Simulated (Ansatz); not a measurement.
**CuO (Cccm)**

The calculation used DFT PBE, scalar-relativistic, plane waves, PAW (Ansatz).

Cutoff 420 eV; k points 14×14×8 on the computed 4-atom cell (Γ-centred); Gaussian smearing, width 0.10 eV; no spin polarisation.

The structure is relaxed at this level of theory with its symmetry kept. This form isn't the usual stable structure of the compound.

```cif
data_structure
_symmetry_space_group_name_H-M 'Cccm'
_symmetry_Int_Tables_number 66
_cell_length_a 4.1609
_cell_length_b 4.1793
_cell_length_c 5.1513
_cell_angle_alpha 90.000
_cell_angle_beta 90.000
_cell_angle_gamma 90.000
_cell_volume 89.58
loop_
_atom_site_label
_atom_site_type_symbol
_atom_site_symmetry_multiplicity
_atom_site_Wyckoff_symbol
_atom_site_fract_x
_atom_site_fract_y
_atom_site_fract_z
_atom_site_occupancy
Cu1 Cu 4 f 0.75000 0.25000 0.00000 1
O1 O 4 b 0.50000 0.00000 0.25000 1
```

* Space group: Cccm (No. 66)
* Volume per atom: 11.20 Å³
* Formation energy from the elements' standard states (uncorrected): -0.569 eV/atom
* Kohn–Sham band gap: none (metal)
* Density of states at the Fermi level: 2.18 states/eV per cell
* Löwdin character within 0.5 eV of the Fermi level: Cu 3d 51 %, O 2p 45 %
* Bader charges (e): Cu (2 in the cell) 0.97, O (2 in the cell) -0.97

Spin polarisation was left out, and a magnetic state may lie lower.

A ferromagnetic start lost its moments in a first run, so spin was left out; other magnetic orders weren't tried.